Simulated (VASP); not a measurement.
Runs of VASP 6.6.1 on Si. Symmetry: Fd-3m, No. 227, cubic system. The conventional cell has a = 5.431 Å, b = 5.431 Å, c = 5.431 Å, α = 90.00°, β = 90.00°, γ = 90.00°. Around Si (site symmetry -43m) lie 4 Si at 2.35 Å. 

```tsv
cell	P gpa	target pressure	gap on the mesh (eV)	pressure (GPa)
relaxed	0	-	0.46	0.0
relaxed to 9 GPa	9	9 GPa	0.31	9.0
relaxed to 3 GPa	3	3 GPa	(b)	3.0
relaxed to 12 GPa	12	12 GPa	(a)	11.9
relaxed to 6 GPa	6	6 GPa	0.36	5.9
```

Alike in all rows: task relaxation of cell and atoms; level LDA; potentials or basis VASP PAW LDA potentials, release 64 (Si); no spin polarisation; k mesh 11 × 11 × 11; cutoff (eV) 600; smearing fermi-dirac 0.05 eV.

**Question.** Fill in the values left out.

**Answer.** (a) 0.26; (b) 0.41.

Caveats: an odd mesh through Γ misses points on the zone boundary, where band edges often lie; the cell is relaxed towards a set pressure, so the enthalpy falls and the energy may rise (some runs).

Runs at the PBE level aren't shown here.
